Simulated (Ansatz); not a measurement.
The system is TePt.

```
Te Pt
1.0
     0.00000    2.87303    2.87303
     2.87303    0.00000    2.87303
     2.87303    2.87303    0.00000
Te Pt
1 1
Direct
  0.75000 0.75000 0.75000
  0.00000 0.00000 0.00000
```

The cell was built by a generator and needn't be a form met in nature.

Program: Ansatz 0.2.0. Alike in all runs: potentials or basis Ansatz PAW; no spin polarisation; cell as given; k mesh 4 × 4 × 4; smearing fermi-dirac 0.05 eV; the mesh is coarse, so values aren't converged.

Question: Order these runs on this cell by their pressure, lowest first.
A. level HSE06; cutoff (eV) 420; points for each segment of the path 4
B. level HF; cutoff (eV) 420
C. level r2SCAN0; cutoff (eV) 500
D. level PBEsol0; cutoff (eV) 420
E. level B3LYP; cutoff (eV) 420

Answer: D (10.8 GPa), C (12.6 GPa), A (14.2 GPa), B (18.2 GPa), E (20.7 GPa).

Caveats: all runs use coarse meshes; the PAW data sets come from PBE, with cores solved anew for the run's functional, which leaves a small shift of forces and pressure; the thresholds are loose for stress; so large a pressure means that the cell lies far from this level's equilibrium, or that cutoff or potentials fall short (some runs).
